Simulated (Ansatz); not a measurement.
The system is ZrO2.

```
CELL_PARAMETERS angstrom
3.59610 0.00000 0.00000
0.00000 3.59610 0.00000
0.00000 0.00000 5.17700
ATOMIC_POSITIONS crystal
Zr 0.50000 0.50000 0.50000
Zr 0.00000 0.00000 0.00000
O 0.50000 0.00000 0.79700
O 0.50000 0.00000 0.29700
O 0.00000 0.50000 0.70300
O 0.00000 0.50000 0.20300
```

Base run:

* Program: Ansatz 0.2.0
* Functional: r2SCAN
* Potentials or basis: Ansatz PAW
* Cutoff: 500 eV (not typed: the program's choice for these potentials)
* k mesh: 7 × 7 × 5
* Occupations: fermi-dirac, width 0.05 eV
* Spin: no spin polarisation
* Hubbard terms: Zr d U = 1 eV

Its results: band gap on the k mesh 4.78 eV, indirect (least direct gap 4.90 eV); pressure 2.7 GPa; largest force 0.004 eV/Å.

**Question.** The run is repeated on the same cell with these changes: functional from r2SCAN to PBE; cutoff from 500 eV (not typed: the program's choice for these potentials) to 500 eV; hubbard terms from Zr d U = 1 eV to none; hubbard projectors from ortho-atomic (the default) to none. What comes out?

**Answer.** Band gap on the k mesh 4.02 eV, indirect (least direct gap 4.13 eV); pressure 5.3 GPa; largest force 0.043 eV/Å.

Several settings changed at once, so the effect can't be laid on one alone.

Caveats: the PAW data sets come from PBE, with cores solved anew for the run's functional, which leaves a small shift of forces and pressure (some runs); odd divisions of the mesh miss points on the zone boundary, where band edges often lie, so the gap on the mesh can be too wide (some runs).
